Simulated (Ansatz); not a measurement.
In doubt: masses and optical values from hybrid runs of this build are listed as unsure, which bears on the screening that GW takes from such a start.

Rows from a G0W0 calculation on BaTiO3 (P4mm) (Ansatz 0.2.0; G0W0 on PBE0, plane waves, PAW; 4×4×4 mesh, 191 empty bands, screening to 120 eV), in eV. Spin-orbit coupling is left out.

```tsv
row	k	band	start	Σx	Σc at the solution	Vxc
A	(-0.500, -0.500, -0.500)	v2	8.805	-25.899	4.229	-22.272
B	Γ	c2	13.382	-12.435	-5.556	-18.483
C	Γ	c1	13.024	-11.883	-5.848	-18.172
D	(-0.500, -0.500, -0.500)	v1	8.993	-25.973	4.272	-22.324
E	Γ	v1	8.675	-25.806	3.875	-22.499
F	(-0.500, -0.500, -0.500)	c1	15.728	-14.212	-6.666	-21.415
```

Question: Give the quasiparticle energies and the shift of each level.

The quasiparticle equation reads E = start + Σx + Σc(E) − Vxc.

```tsv
row	E (eV)	shift (eV)
A	9.408	+0.603
B	13.874	+0.492
C	13.465	+0.441
D	9.617	+0.624
E	9.242	+0.568
F	16.265	+0.537
```

The gap over the computed points goes from 4.03 eV to 3.85 eV.

Limits: not at the basis limit; no spin-orbit coupling; coarse k mesh.

[Paths, hosts, dates, memory and timing lines, banners, echoed tables and standing remarks are left out of the program output.]

[Logs are printed without paths, hosts, clocks, repeated set-up lines and the standing remarks that a program may print on its own settings, such as how far it seeks lower states.]

[Runs of the session that timed out or met a known fault of the program may be left out.]

[Cells called generated may have been cut or substituted from an entry of the Crystallography Open Database or the Materials Project.]

[Hosts, paths, dates, database ids (printed as entryN), source tags and the programs' standing remarks are cut or masked in the printed files.]
